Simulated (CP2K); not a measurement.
Runs of CP2K 2026.2 on BeTe. Symmetry: Cmmm, No. 65, orthorhombic system. Conventional cell: a = 3.574 Å, b = 9.595 Å, c = 3.569 Å, α = 90.00°, β = 90.00°, γ = 90.00°. Around Be (site symmetry mmm) lie 4 Te at 2.53 Å. Around Te (site symmetry mmm) lie 4 Be at 2.53 Å. The cell was built by a generator and needn't be a form met in nature.

| potentials or basis | ADDED_MOS | gap on the mesh (eV) | pressure (GPa) |
| --- | --- | --- | --- |
| GTH_POTENTIALS Be GTH-PBE-q4, Te GTH-PBE-q6; SZV-MOLOPT-SR-GTH basis | [1] | none | 12.7 |
| GTH_POTENTIALS Be GTH-PBE-q4, Te GTH-PBE-q6; DZVP-MOLOPT-SR-GTH basis | [10] | none | 0.7 |
| POTENTIAL_UZH Be GTH-PBE-q4, Te GTH-PBE-q6; DZVP-MOLOPT-PBE-GTH basis | [10] | none | 0.3 |
| POTENTIAL_UZH Be GTH-PBE-q4, Te GTH-PBE-q6; TZV2P-MOLOPT-PBE-GTH basis | [10] | none | 0.2 |
| GTH_POTENTIALS Be GTH-PBE-q4, Te GTH-PBE-q6; TZVP-MOLOPT-SR-GTH basis | [10] | none | 0.7 |
| POTENTIAL_UZH Be GTH-PBE-q4, Te GTH-PBE-q6; ccGRB-D basis | [10] | none | (a) |
| POTENTIAL_UZH Be GTH-PBE-q4, Te GTH-PBE-q6; TZVP-MOLOPT-PBE-GTH basis | [10] | none | (b) |

Alike in all rows: task single point; level PBE; no spin polarisation; cell as given; k mesh 8 × 8 × 8; smearing fermi-dirac 0.05 eV.

Task: Fill in the values left out.

Result: (a) 0.9; (b) 1.0.

Caveats: the basis of atomic orbitals isn't converged, which shifts pressures, moduli and gaps; a minimal basis gives rough bond lengths, pressures and levels (some runs).

A k mesh can miss the band edges, and the runs leave out spin-orbit coupling on Te.

A gap of «none» marks a metal or a gap under the smearing width.
